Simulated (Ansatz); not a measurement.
# LiF: a vibration from a frozen displacement

Computed with Ansatz 0.2.0, DFT r2SCAN, scalar-relativistic, plane waves, PAW. Cutoff 500 eV, Γ-centred 10×10×10 k-points, Gaussian smearing of 0.05 eV. No spin polarisation. Energies are free energies at this smearing, counted from the undisturbed cell; pressure is positive in compression.

The starting cell (as given, not relaxed at this level; it stands at -2.1 GPa):

```
Li F
1.0
     0.00000    2.01400    2.01400
     2.01400    0.00000    2.01400
     2.01400    2.01400    0.00000
Li F
1 1
Cartesian
  0.0000 0.0000 0.0000
  2.0140 2.0140 2.0140
```

Every F atom is moved by x along the Cartesian unit vector (0.000, 0.000, -1.000); the cell and all other atoms stay fixed. The cell's volume is 16.34 Å³; the moved atoms weigh 18.998 u together and the others 6.940 u. Some rows repeat others by symmetry and weren't run.

```
  x (Å)  ΔE (meV/cell) total force on the moved atoms along the move (eV/Å) pressure (GPa)
-0.5000         507.49                                                3.4506         13.6887
-0.4375         327.21                                                2.3778          8.9429
-0.3750         203.94                                                1.6096          5.3870
-0.3125         121.39                                                1.0635          2.7451
-0.2500          67.60                                                0.6813          0.8245
-0.1875          33.78                                                0.4176         -0.5212
-0.1250          13.70                                                0.2358         -1.4034
-0.0625           3.23                                                0.1055         -1.9011
 0.0000           0.00                                                0.0000         -2.0618
 0.0625           3.23                                               -0.1055         -1.9011
 0.1250          13.70                                               -0.2358         -1.4034
 0.1875          33.78                                               -0.4176         -0.5212
 0.2500          67.60                                               -0.6813          0.8245
 0.3125         121.39                                               -1.0635          2.7451
 0.3750         203.94                                               -1.6096          5.3870
 0.4375         327.21                                               -2.3778          8.9429
 0.5000         507.49                                               -3.4506         13.6887
```

What frequency belongs to this motion?

The force constant is k = −dF/dx = 1.688 eV/Å², from the parabola through x = -0.0625, 0 and 0.0625. In every cell the moved atoms swing against the rest, so the mass is μ = m₁m₂/(m₁ + m₂) = 5.083 u, and ν̃ = 521.5 cm⁻¹ × √(|k|/μ) = 301 cm⁻¹, at this cell's pressure of -2.1 GPa. To first order in x, and within 1 %, the force on every atom lies along the move and, within each of the two groups, in proportion to the atom's mass, so this is itself a mode at the zone centre of this cell, taken without macroscopic field (the transverse frequency in a polar insulator).

How far does the harmonic law reach?

At x = -0.500 Å, kx²/2 = 211.00 meV against the computed 507.49 meV (+140.5 %): the well stiffens in this direction at large amplitude.

The pressure changes with x². What does that say about the frequency under compression?

With E = k(V)x²/2, k ∝ V^(−2γ) and x scaling with the cell as V^(1/3), P − P0 = −∂E/∂V = (2γ − 2/3) ΔE/V. At x = 0.1250 Å, V(P − P0) = 16.34 × 0.65843 / 160.2 eV = 67.14 meV and ΔE = 13.70 meV, so γ = 1/3 + V(P − P0)/(2ΔE) = 2.78. This is the Grüneisen parameter of the motion under uniform scaling of the cell: shrinking the cell evenly by 1 % in volume raises the frequency by about 2.78 %.